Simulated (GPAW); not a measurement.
Wanted: an ASE script for a GPAW 26.7.0 run.

```yaml
Task: equation of state
Functional: LDA
Potentials_or_basis: the program's PAW data sets (release 1.2.1) made for this functional
Cutoff: 600 eV
Basis: pw
k_mesh: 6 × 6 × 6
Occupations: fermi-dirac, width 0.05 eV
Spin: no spin polarisation
Maxiter: 150
Eos_scales: "[0.94, 0.96, 0.98, 1.0, 1.02, 1.04, 1.06]"
```

The structure of TePb lies in POSCAR:

```
TePb
1.0
    0.0000000000      3.2310000000      3.2310000000
    3.2310000000      0.0000000000      3.2310000000
    3.2310000000      3.2310000000      0.0000000000
Pb Te
1 1
Direct
    0.0000000000      0.0000000000      0.0000000000
    0.5000000000      0.5000000000      0.5000000000
```

These files were run (other wordings do the same):

run.py

```python
from ase.eos import EquationOfState
from ase.io import Trajectory, read
from ase.units import GPa
from gpaw import GPAW, PW

atoms = read('POSCAR')

traj = Trajectory('eos.traj', 'w')
volumes, energies = [], []
for x in [0.94, 0.96, 0.98, 1.0, 1.02, 1.04, 1.06]:
    a = atoms.copy()
    a.set_cell(atoms.cell * x**(1 / 3), scale_atoms=True)
    calc = GPAW(mode=PW(600),
                xc='LDA',
                kpts={'size': (6, 6, 6), 'gamma': True},
                occupations={'name': 'fermi-dirac', 'width': 0.05},
                nbands=19,
                convergence={'density': 1e-05, 'energy': 1e-05},
                maxiter=150,
                txt=f'eos-{x:.2f}.txt')
    a.calc = calc
    energies.append(a.get_potential_energy(force_consistent=True))
    volumes.append(a.get_volume())
    p = -a.get_stress()[:3].mean() / GPa
    calc.write(f'eos-{x:.2f}.gpw')
    traj.write(a)
    print(f'{x:.2f} {volumes[-1]:10.4f} A^3 {energies[-1]:14.6f} eV {p:9.3f} GPa', flush=True)

v0, e0, B = EquationOfState(volumes, energies, eos='birchmurnaghan').fit()
print(f'V0 = {v0:.4f} A^3, E0 = {e0:.6f} eV, B0 = {B / GPa:.2f} GPa')
```

Potentials or basis: the program's PAW data sets (release 1.2.1) made for this functional, pw.

Command:

```console
$ OMP_NUM_THREADS=1 python run.py
```

It gave:

```
Equilibrium volume                      : 32.27 Å³/atom
Bulk modulus                            : 49 GPa
Pressure derivative of the bulk modulus : 4.6
```

Run time: 93 s on 1 thread of Arm Neoverse V1 (shared host), peak memory 0.26 GiB.
